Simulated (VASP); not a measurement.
Input of a VASP 6.6.1 run:

The input INCAR:

```
PREC = Accurate ; ENCUT = 520
EDIFF = 1E-7 ; ISMEAR = 0
SIGMA = 0.1 ; LREAL = False
LASPH = True ; NELM = 80
ALGO = Fast ; ISIF = 3
LWAVE = False ; LCHARG = False
GGA = PE ; IBRION = 2
NSW = 80 ; EDIFFG = -0.002
```

KPOINTS

```
regular mesh
0
Gamma
  6 6 6
```

File POSCAR:

```
Cu
1.0
    0.0000000000      1.8075000000      1.8075000000
    1.8075000000      0.0000000000      1.8075000000
    1.8075000000      1.8075000000      0.0000000000
Cu
1
Direct
    0.0000000000      0.0000000000      0.0000000000
```

Potentials or basis: VASP PAW PBE potentials, release 64 (Cu).

The run is started by

```sh
$ cat potpaw_PBE.64/Cu/POTCAR > POTCAR
$ mpirun -np 1 vasp_std > vasp.out
```

Problem. What does it give for the band gap on the k mesh?

Solution. None (metal or under the smearing width).

Problem. What does it give for the relaxed volume?

Solution. 12.09 Å³/atom.

The path:
| step | energy change (eV) | largest force (eV/Å) | pressure (GPa) | volume (Å³) |
| --- | --- | --- | --- | --- |
| 1 | 0.0000 | 0.0000 | 3.77 | 11.81 |
| 2 | -0.0015 | 0.0000 | -2.36 | 12.29 |
| 3 | -0.0029 | 0.0000 | 0.18 | 12.08 |
| 4 | -0.0029 | 0.0000 | -0.06 | 12.10 |
| 5 | -0.0029 | 0.0000 | 0.14 | 12.09 |
| 6 | -0.0029 | 0.0000 | -0.11 | 12.09 |
| 7 | -0.0029 | 0.0000 | 0.31 | 12.09 |
| 8 | -0.0029 | 0.0000 | 0.03 | 12.09 |
| 9 | -0.0029 | 0.0000 | 0.00 | 12.09 |

Caveat: the k mesh is coarse (spacing up to 0.50 Å⁻¹), so the values aren't converged. PBE usually gives volumes a little too large and moduli too small.
